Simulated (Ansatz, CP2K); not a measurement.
## Sc: 3 runs at one level of theory

```
CELL_PARAMETERS angstrom
3.30900 0.00000 0.00000
-1.65450 2.86568 0.00000
0.00000 0.00000 5.27330
ATOMIC_POSITIONS crystal
Sc 0.66919 0.32393 0.74631
Sc 0.33512 0.66578 0.24690
```

Atoms were shifted at random by some hundredths of an Å from the given cell, which wasn't relaxed again for these runs.

Alike in all runs: task single point; functional PBEsol; k mesh 9 × 9 × 5; occupations fermi-dirac, width 0.05 eV; no spin polarisation; no spin-orbit coupling. Pressure is positive in compression and, in plane waves, holds the error of the finite cutoff, which Ansatz's Pulay term estimates and takes out.

| program and potentials | plane-wave cutoff (eV) | notes | pressure (GPa) | energy over the undisturbed cell (meV/atom) |
| --- | --- | --- | --- | --- |
| Ansatz, Ansatz PAW | 420 | potentials made for PBE, which Ansatz adapts in part | ? | ? |
| CP2K, POTENTIAL_UZH Sc GTH-PBE-q11; TZVP-MOLOPT-PBE-GTH basis | - | atomic basis; potentials made for PBE | -2.84 | 0.22 |
| Ansatz, all-electron LAPW, scalar-relativistic | - | - | -2.81 | - |

Estimate from the other rows what the run with Ansatz, Ansatz PAW gave.

Pressure -2.82 GPa; energy over the undisturbed cell 0.25 meV/atom. The other rows, which needn't bracket it: pressure -2.84 to -2.81; energy over the undisturbed cell 0.22.
